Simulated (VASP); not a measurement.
# SnSe (Pm-3m) in VASP: further runs

Aim: see how the results for SnSe move with the level of theory and the settings. Levels: PBE, PBEsol. Tasks: relaxation of cell and atoms, relaxation of the atoms.

Program: VASP 6.6.1. These are calculated values, not measurements. Logs are shortened: lines on timing, memory, paths and dates and some standing lists are left out, and cuts for length are marked.

## (1) Starting point

It takes space group Pm-3m (No. 221, cubic). The conventional cell has a = 3.182 Å, b = 3.182 Å, c = 3.182 Å, α = 90.00°, β = 90.00°, γ = 90.00°. Sn (site symmetry m-3m) is surrounded by 8 Se at 2.76 Å. Se (site symmetry m-3m) is surrounded by 8 Sn at 2.76 Å.

Measurements of this composition are mostly on another form, of space group No. 62.

## (2) Relaxation of cell and atoms, PBE

Contents of INCAR:

```
PREC = Accurate
ENCUT = 600
EDIFF = 1E-6
ISMEAR = 0
SIGMA = 0.03
LREAL = F
LASPH = T
NELM = 80
ALGO = Normal
ISIF = 3
LWAVE = F
LCHARG = F
GGA = PE
IBRION = 2
NSW = 90
EDIFFG = -0.01
```

Contents of KPOINTS:

```
regular mesh
0
Gamma
  8 8 8
```

Contents of POSCAR:

```
SnSe
1.0
    3.1821000000      0.0000000000      0.0000000000
    0.0000000000      3.1821000000      0.0000000000
    0.0000000000      0.0000000000      3.1821000000
Sn Se
1 1
Direct
    0.5000000000      0.5000000000      0.5000000000
    0.0000000000      0.0000000000      0.0000000000
```

Potentials or basis: VASP PAW PBE potentials, release 64 (Sn_d, Se).

Command:

```console
> cat potpaw_PBE.64/Sn_d/POTCAR potpaw_PBE.64/Se/POTCAR > POTCAR
> mpirun -np 1 vasp_std > vasp.out
```

OUTCAR:

```text
PREC = Accurate
   ENCUT = 600
   EDIFF = 1E-6
   ISMEAR = 0
   LREAL = F
   LASPH = T
   NELM = 80
   ISIF = 3
   GGA = PE
   IBRION = 2
   NSW = 90
   EDIFFG = -0.01

 ion  position               nearest neighbor table
   1  0.500  0.500  0.500-   2 2.76   2 2.76   2 2.76   2 2.76   2 2.76   2 2.76   2 2.76   2 2.76

   2  0.000  0.000  0.000-   1 2.76   1 2.76   1 2.76   1 2.76   1 2.76   1 2.76   1 2.76   1 2.76

  LATTYP: Found a simple cubic cell.
 ALAT       =     3.1821000000

  Lattice vectors:

 A1 = (   3.1821000000,   0.0000000000,   0.0000000000)
 A2 = (   0.0000000000,   3.1821000000,   0.0000000000)
 A3 = (   0.0000000000,   0.0000000000,   3.1821000000)

Analysis of symmetry for initial positions (statically):
=====================================================================
 Subroutine PRICEL returns:
 Original cell was already a primitive cell.

 Routine SETGRP: Setting up the symmetry group for a
 simple cubic supercell.

 Subroutine GETGRP returns: Found 48 space group operations
 (whereof 48 operations were pure point group operations)
 out of a pool of 48 trial point group operations.

The static configuration has the point symmetry O_h .

Analysis of symmetry for dynamics (positions and initial velocities):
=====================================================================
 Subroutine PRICEL returns:
 Original cell was already a primitive cell.

 Routine SETGRP: Setting up the symmetry group for a
 simple cubic supercell.

 Subroutine GETGRP returns: Found 48 space group operations
 (whereof 48 operations were pure point group operations)
 out of a pool of 48 trial point group operations.

The dynamic configuration has the point symmetry O_h .

 Subroutine INISYM returns: Found 48 space group operations
 (whereof 48 operations are pure point group operations),
 and found     1 'primitive' translations

----------------------------------------------------------------------------------------

                                     Primitive cell

  volume of cell :      32.2212

  direct lattice vectors                    reciprocal lattice vectors
     3.182100000  0.000000000  0.000000000     0.314257880  0.000000000  0.000000000
     0.000000000  3.182100000  0.000000000     0.000000000  0.314257880  0.000000000
     0.000000000  0.000000000  3.182100000     0.000000000  0.000000000  0.314257880

  length of vectors
     3.182100000  3.182100000  3.182100000     0.314257880  0.314257880  0.314257880

  position of ions in fractional coordinates (direct lattice)
     0.500000000  0.500000000  0.500000000
     0.000000000  0.000000000  0.000000000

  ion indices of the primitive-cell ions
   primitive index   ion index
                 1           1
                 2           2

----------------------------------------------------------------------------------------

 KPOINTS: regular mesh

Automatic generation of k-mesh.
 Grid dimensions read from file:
 generate k-points for:    8    8    8

 Generating k-lattice:

  Cartesian coordinates                     Fractional coordinates (reciprocal lattice)
     0.039282235  0.000000000  0.000000000     0.125000000  0.000000000  0.000000000
     0.000000000  0.039282235  0.000000000     0.000000000  0.125000000  0.000000000
     0.000000000  0.000000000  0.039282235     0.000000000  0.000000000  0.125000000

  Length of vectors
     0.039282235  0.039282235  0.039282235

  Shift w.r.t. Gamma in fractional coordinates (k-lattice)
     0.000000000  0.000000000  0.000000000

 Subroutine IBZKPT returns following result:
 ===========================================

 Found     35 irreducible k-points:

 Following reciprocal coordinates:
            Coordinates               Weight
  0.000000  0.000000  0.000000      1.000000
  0.125000  0.000000  0.000000      6.000000
  0.250000  0.000000  0.000000      6.000000
  0.375000  0.000000  0.000000      6.000000
  0.500000  0.000000  0.000000      3.000000
  0.125000  0.125000  0.000000     12.000000
[... 16 lines left out ...]
[... 37 lines left out ...]
   GGA     = PE    functional components
   LHFCALC =     F    Hartree Fock is set to
   AEXX    =    0.0000 exact exchange contribution
   IVDW    =     0    specifies the selected vdW correction
   LEPSILON=     F    determine dielectric tensor
   LRPA    =     F    only Hartree local field effects (RPA)
 conjugate gradient relaxation of ions
 non-spin polarized calculation
 Gauss-broadening in eV      SIGMA  =   0.03
  energy-cutoff  :      600.00
  volume of cell :       32.22
 maximum number of plane-waves:      1108
 NGX is ok and might be reduce to    28
   NGX = 13   NGY = 13   NGZ = 13

--------------------------------------- Ionic step        1  -------------------------------------------

 number of electron      20.0000008 magnetization

 Free energy of the ion-electron system (eV)
  ---------------------------------------------------
  ext. energy  EPLUGINS =         0.00000000
  ---------------------------------------------------
  free energy    TOTEN  =        -5.59214080 eV

  energy without entropy =       -5.59180203  energy(sigma->0) =       -5.59197142

 E-fermi :  12.8014     XC(G=0): -12.3555

 val. band max:       12.7700641805   @ k =   0.3750   0.3750   0.2500
 cond. band min:      12.8736390446   @ k =   0.3750   0.2500   0.2500
 fundamental gap:      0.1035748641
 Fermi energy:        12.8013563116

 k-point     1 :       0.0000    0.0000    0.0000
  band No.  band energies     occupation
      1      -9.5937      2.00000
      2      -9.5937      2.00000
      3      -9.3028      2.00000
      4      -9.3028      2.00000
      5      -9.3028      2.00000
      6      -5.2785      2.00000
      7       8.3659      2.00000
      8       9.0917      2.00000
      9       9.0917      2.00000
     10       9.0917      2.00000
     11      15.7063      0.00000
     12      15.7063      0.00000
     13      22.3377      0.00000
     14      22.3377      0.00000
[... 938 lines left out ...]
 POSITION                                       TOTAL-FORCE (eV/Angst)
 -----------------------------------------------------------------------------------
      1.84792      1.84792      1.84792         0.000000      0.000000      0.000000
      0.00000      0.00000      0.00000        -0.000000     -0.000000      0.000000
 -----------------------------------------------------------------------------------
    total drift:                                0.000000      0.000000      0.000000

  FREE ENERGIE OF THE ION-ELECTRON SYSTEM (eV)
  ---------------------------------------------------
  free  energy   TOTEN  =        -7.7073445524 eV

  energy  without entropy=       -7.7065518693  energy(sigma->0) =       -7.70694821

--------------------------------------- Ionic step        5  -------------------------------------------

 number of electron      19.9999995 magnetization

 Free energy of the ion-electron system (eV)
  ---------------------------------------------------
  ext. energy  EPLUGINS =         0.00000000
  ---------------------------------------------------
  free energy    TOTEN  =        -7.70785827 eV

  energy without entropy =       -7.70707696  energy(sigma->0) =       -7.70746762

 E-fermi :   6.0812     XC(G=0): -10.1514

 val. band max:        6.0740057849   @ k =   0.3750   0.1250   0.0000
 cond. band min:       6.2767134641   @ k =   0.3750   0.3750   0.3750
 fundamental gap:      0.2027076791
 Fermi energy:         6.0812452776

 k-point     1 :       0.0000    0.0000    0.0000
  band No.  band energies     occupation
      1     -15.4584      2.00000
      2     -15.4584      2.00000
      3     -15.3851      2.00000
      4     -15.3851      2.00000
      5     -15.3851      2.00000
      6      -7.4757      2.00000
      7       0.3861      2.00000
      8       4.3138      2.00000
      9       4.3138      2.00000
     10       4.3138      2.00000
     11      10.5652      0.00000
     12      12.1438      0.00000
     13      12.1438      0.00000
     14      12.1438      0.00000
[... 413 lines left out ...]
 POSITION                                       TOTAL-FORCE (eV/Angst)
 -----------------------------------------------------------------------------------
      1.84279      1.84279      1.84279         0.000000      0.000000      0.000000
      0.00000      0.00000      0.00000        -0.000000     -0.000000      0.000000
 -----------------------------------------------------------------------------------
    total drift:                                0.000000      0.000000      0.000000

  FREE ENERGIE OF THE ION-ELECTRON SYSTEM (eV)
  ---------------------------------------------------
  free  energy   TOTEN  =        -7.7078582683 eV

  energy  without entropy=       -7.7070769634  energy(sigma->0) =       -7.70746762

 reached required accuracy - stopping structural energy minimisation
```

Run time: 46 s. Hardware: 1 thread of AMD EPYC 9R45 (Zen 5), shared host; peak memory 0.14 GiB.

Results:

```
Free energy                            : -7.7079 eV
Relaxed volume                         : 25.03 Å³/atom
Relaxed cell                           : a = 3.686 Å, b = 3.686 Å, c = 3.686 Å, α = 90.00°, β = 90.00°, γ = 90.00°
Space group after relaxing (to 0.05 Å) : Pm-3m (No. 221)
Energy gained by relaxing              : 1057.9 meV/atom
Ionic steps                            : 5
Pressure after relaxing                : 0.0 GPa
Band gap on the k mesh                 : none (metal or under the smearing width)
```

Step by step:
```csv
step,energy change (eV),largest force (eV/Å),pressure (GPa),volume (Å³)
1,0.0000,0.0000,58.14,32.22
2,-1.5232,0.0000,-8.13,67.90
3,-2.1142,0.0000,0.74,49.44
4,-2.1152,0.0000,-0.41,50.48
5,-2.1157,0.0000,0.01,50.06
```

Final structure:
```
Sn Se
1.0
     3.68557    0.00000    0.00000
     0.00000    3.68557    0.00000
     0.00000    0.00000    3.68557
Sn Se
1 1
Direct
  0.50000 0.50000 0.50000
  0.00000 0.00000 0.00000
```

Caveat: the volume moved by over 15 % at a fixed basis, so the end points are rough.

## (3) Relaxation of cell and atoms, PBE

This run uses another cell than the first one, of 25.03 Å³/atom, 1.554 times its volume.

Changes to INCAR since step 2:

```diff
@@ -2,3 +2,3 @@
 ENCUT = 600
-EDIFF = 1E-6
+EDIFF = 1E-7
 ISMEAR = 0
@@ -15,2 +15,2 @@
 NSW = 90
-EDIFFG = -0.01
+EDIFFG = -0.005
```

KPOINTS is that of step 2.

Contents of POSCAR:

```
SnSe                                    
1.0
    3.6855708517      0.0000000000     -0.0000000000
    0.0000000000      3.6855708517      0.0000000000
   -0.0000000000      0.0000000000      3.6855708517
  Sn              Se            
     1     1
Direct
     0.5000000000000000    0.5000000000000000    0.5000000000000000
     0.0000000000000000    0.0000000000000000    0.0000000000000000
```

Potentials or basis: VASP PAW PBE potentials, release 64 (Sn_d, Se).

Command:

```console
> cat potpaw_PBE.64/Sn_d/POTCAR potpaw_PBE.64/Se/POTCAR > POTCAR
> mpirun -np 1 vasp_std > vasp.out
```

It took 16 s on 1 thread of AMD EPYC 9R45 (Zen 5), shared host; peak memory 0.15 GiB.

Results (log left out):

```yaml
Free_energy: -7.7115 eV
Pressure_after_relaxing: 0.0 GPa
Band_gap_on_the_k_mesh: none (metal or under the smearing width)
```

Final structure:
```
Sn Se
1.0
     3.68557    0.00000    0.00000
     0.00000    3.68557    0.00000
     0.00000    0.00000    3.68557
Sn Se
1 1
Cartesian
  1.8428 1.8428 1.8428
  0.0000 0.0000 0.0000
```

Levels at points of the mesh, in eV from the Fermi level:
```
           k point  band 8  band 9  band 10  band 11  band 12  band 13
(0.00, 0.00, 0.00)   -1.77   -1.77    -1.77     4.48     4.48     6.06
(0.50, 0.00, 0.00)   -0.51   -0.51    -0.03     0.46     3.16     3.16
(0.50, 0.50, 0.00)   -4.86   -4.86    -0.09     4.14     4.14     4.77
(0.50, 0.50, 0.50)   -2.88   -2.88    -2.88    -0.98    -0.98    -0.98
```

Caveat: the relaxation stopped at its first step, so nothing moved.

## (4) Relaxation of cell and atoms, PBEsol

Contents of INCAR:

```
SYSTEM = SnSe
ALGO = Normal ; EDIFF = 1E-6
EDIFFG = -0.01 ; ENCUT = 600
GGA = PS ; IBRION = 2
ISIF = 3 ; ISMEAR = 0
LASPH = .True. ; LCHARG = .False.
LREAL = .False. ; LWAVE = .False.
NELM = 80 ; NSW = 90
PREC = Accurate ; SIGMA = 0.03
```

Contents of KPOINTS:

```
k-points
0
Gamma
  8 8 8
  0 0 0
```

Contents of POSCAR:

```
SnSe
1.0
    3.1821000000      0.0000000000      0.0000000000
    0.0000000000      3.1821000000      0.0000000000
    0.0000000000      0.0000000000      3.1821000000
Sn Se
1 1
Direct
    0.5000000000      0.5000000000      0.5000000000
    0.0000000000      0.0000000000      0.0000000000
```

Command:

```console
> cat potpaw_PBE.64/Sn_d/POTCAR potpaw_PBE.64/Se/POTCAR > POTCAR
> mpirun -np 1 vasp_std > vasp.out
```

It took 39 s on 1 thread of Intel Xeon Platinum 8488C (Sapphire Rapids), shared host; peak memory 0.17 GiB.

The run converged. Its results:

```
Free energy                            : -8.5435 eV
Relaxed volume                         : 23.46 Å³/atom
Relaxed cell                           : a = 3.607 Å, b = 3.607 Å, c = 3.607 Å, α = 90.00°, β = 90.00°, γ = 90.00°
Space group after relaxing (to 0.05 Å) : Pm-3m (No. 221)
Energy gained by relaxing              : 820.4 meV/atom
Ionic steps                            : 5
Pressure after relaxing                : 0.0 GPa
Band gap on the k mesh                 : none (metal or under the smearing width)
```

The path:
| step | energy change (eV) | largest force (eV/Å) | pressure (GPa) | volume (Å³) |
| --- | --- | --- | --- | --- |
| 1 | 0.0000 | 0.0000 | 51.75 | 32.22 |
| 2 | -1.0422 | 0.0000 | -9.38 | 63.09 |
| 3 | -1.6408 | 0.0000 | 0.09 | 46.83 |
| 4 | -1.6406 | 0.0000 | -0.27 | 47.16 |
| 5 | -1.6408 | 0.0000 | -0.03 | 46.92 |

Final structure:
```xyz
2
Lattice="3.6068 0.0000 0.0000 0.0000 3.6068 0.0000 0.0000 0.0000 3.6068" Properties=species:S:1:pos:R:3 pbc="T T T"
Sn    1.8034    1.8034    1.8034
Se    0.0000    0.0000    3.6068
```

Levels at points of the mesh, in eV from the Fermi level:
```
           k point  band 7  band 8  band 9  band 10  band 11  band 12  band 13  band 14
(0.00, 0.00, 0.00)   -5.62   -2.02   -2.02    -2.02     4.23     6.46     6.46     6.46
(0.50, 0.00, 0.00)   -8.69   -0.63   -0.63    -0.08     0.62     3.17     3.17     6.21
(0.50, 0.50, 0.00)   -6.15   -5.37   -5.37    -0.18     4.29     4.29     5.00     6.51
(0.50, 0.50, 0.50)   -4.37   -3.24   -3.24    -3.24    -1.29    -1.29    -1.29    14.54
```

Caveat: the volume moved by over 15 % at a fixed basis, so the end points are rough; the PAW data sets were made with another functional, which shifts forces and pressure a little.

## (5) Relaxation of cell and atoms, PBEsol

This run uses another cell than the first one, of 23.46 Å³/atom, 1.456 times its volume.

Changes to INCAR since step 4:

```diff
@@ -1,4 +1,4 @@
 SYSTEM = SnSe
-ALGO = Normal ; EDIFF = 1E-6
-EDIFFG = -0.01 ; ENCUT = 600
+ALGO = Normal ; EDIFF = 1E-7
+EDIFFG = -0.005 ; ENCUT = 600
 GGA = PS ; IBRION = 2
```

KPOINTS is that of step 4.

Contents of POSCAR:

```
SnSe                                    
1.0
    3.6068403602      0.0000000000     -0.0000000000
   -0.0000000000      3.6068403602     -0.0000000000
    0.0000000000      0.0000000000      3.6068403602
  Sn              Se            
     1     1
Direct
     0.5000000000000000    0.5000000000000000    0.5000000000000000
     0.0000000000000000    0.0000000000000000    1.0000000000000000
```

Command:

```console
> cat potpaw_PBE.64/Sn_d/POTCAR potpaw_PBE.64/Se/POTCAR > POTCAR
> mpirun -np 1 vasp_std > vasp.out
```

Wall time 15 s (1 thread of Intel Xeon Platinum 8488C (Sapphire Rapids), shared host); peak memory 0.18 GiB.

The run converged. Its results:

* Free energy: -8.5473 eV
* Pressure after relaxing: 0.0 GPa
* Band gap on the k mesh: none (metal or under the smearing width)

Final structure:
```
Sn Se
1.0
     3.60684    0.00000    0.00000
     0.00000    3.60684    0.00000
     0.00000    0.00000    3.60684
Sn Se
1 1
Direct
  0.50000 0.50000 0.50000
  0.00000 0.00000 0.00000
```

Levels at points of the mesh, in eV from the Fermi level:
| k point | band 6 | band 7 | band 8 | band 9 | band 10 | band 11 | band 12 | band 13 | band 14 |
| --- | --- | --- | --- | --- | --- | --- | --- | --- | --- |
| (0.00, 0.00, 0.00) | -14.10 | -5.62 | -2.02 | -2.02 | -2.02 | 4.23 | 4.23 | 6.46 | 6.46 |
| (0.50, 0.00, 0.00) | -12.96 | -8.69 | -0.63 | -0.63 | -0.08 | 0.62 | 3.17 | 3.17 | 6.21 |
| (0.50, 0.50, 0.00) | -12.16 | -6.15 | -5.37 | -5.37 | -0.18 | 4.29 | 4.29 | 5.00 | 6.51 |
| (0.50, 0.50, 0.50) | -11.71 | -4.37 | -3.24 | -3.24 | -3.24 | -1.29 | -1.29 | -1.29 | 14.54 |

Caveat: the relaxation stopped at its first step, so nothing moved; the PAW data sets were made with another functional, which shifts forces and pressure a little.

## (6) Relaxation of the atoms, PBEsol (a relaxed cell with its volume scaled by 0.94)

Contents of INCAR:

```
SYSTEM = SnSe
ALGO = Fast ; EDIFF = 1E-7
EDIFFG = -0.01 ; ENCUT = 600
GGA = PS ; IBRION = 2
ISIF = 2 ; ISMEAR = 0
LASPH = .True. ; LCHARG = .False.
LREAL = .False. ; LWAVE = .False.
NELM = 80 ; NSW = 40
PREC = Accurate ; SIGMA = 0.03
```

KPOINTS is that of step 5.

Contents of POSCAR:

```
SnSe                                    
1.0
    3.5332107132      0.0000000000      0.0000000000
    0.0000000000      3.5332107132      0.0000000000
    0.0000000000      0.0000000000      3.5332107132
  Sn              Se            
     1     1
Direct
     0.5000000000000000    0.5000000000000000    0.5000000000000000
     0.0000000000000000    0.0000000000000000    0.0000000000000000
```

Potentials or basis: VASP PAW PBE potentials, release 64 (Sn_d, Se).

Command:

```console
> cat potpaw_PBE.64/Sn_d/POTCAR potpaw_PBE.64/Se/POTCAR > POTCAR
> mpirun -np 1 vasp_std > vasp.out
```

Wall time 14 s (1 thread of Intel Xeon Platinum 8488C (Sapphire Rapids), shared host); peak memory 0.17 GiB.

The run converged. Its results:

```yaml
Free_energy: -8.5099 eV
Pressure_after_relaxing: 4.6 GPa
Band_gap_on_the_k_mesh: none (metal or under the smearing width)
```

Final structure:
```
Sn Se
1.0
     3.53321    0.00000    0.00000
     0.00000    3.53321    0.00000
     0.00000    0.00000    3.53321
Sn Se
1 1
Direct
  0.50000 0.50000 0.50000
  0.00000 0.00000 0.00000
```

Levels at points of the mesh, in eV from the Fermi level:
| k point | band 7 | band 8 | band 9 | band 10 | band 11 | band 12 | band 13 | band 14 |
| --- | --- | --- | --- | --- | --- | --- | --- | --- |
| (0.00, 0.00, 0.00) | -5.48 | -2.24 | -2.24 | -2.24 | 4.04 | 4.04 | 6.89 | 6.89 |
| (0.50, 0.00, 0.00) | -9.13 | -0.73 | -0.73 | -0.05 | 0.83 | 3.20 | 3.20 | 6.00 |
| (0.50, 0.50, 0.00) | -6.29 | -5.84 | -5.84 | -0.25 | 4.47 | 4.47 | 5.26 | 6.59 |
| (0.50, 0.50, 0.50) | -4.26 | -3.56 | -3.56 | -3.56 | -1.56 | -1.56 | -1.56 | 15.25 |

Caveat: the relaxation stopped at its first step, so nothing moved; the PAW data sets were made with another functional, which shifts forces and pressure a little.

## (7) Overview

| task | level | cell | gap on the mesh (eV) | pressure (GPa) |
| --- | --- | --- | --- | --- |
| relaxation of cell and atoms | PBE | relaxed | none | 0.0 |
| relaxation of cell and atoms | PBEsol | relaxed | none | 0.0 |
| relaxation of the atoms | PBEsol | atoms relaxed from: a relaxed cell with its volume scaled by 0.94 | none | 4.6 |

Alike in all rows: potentials or basis VASP PAW PBE potentials, release 64 (Sn_d, Se); no spin polarisation; k mesh 8 × 8 × 8; cutoff (eV) 600; smearing gaussian 0.03 eV.

Caveats: the relaxation stopped at its first step, so nothing moved; the PAW data sets were made with another functional, which shifts forces and pressure a little (some runs).

Absolute energies hang on the potentials; compare differences alone.
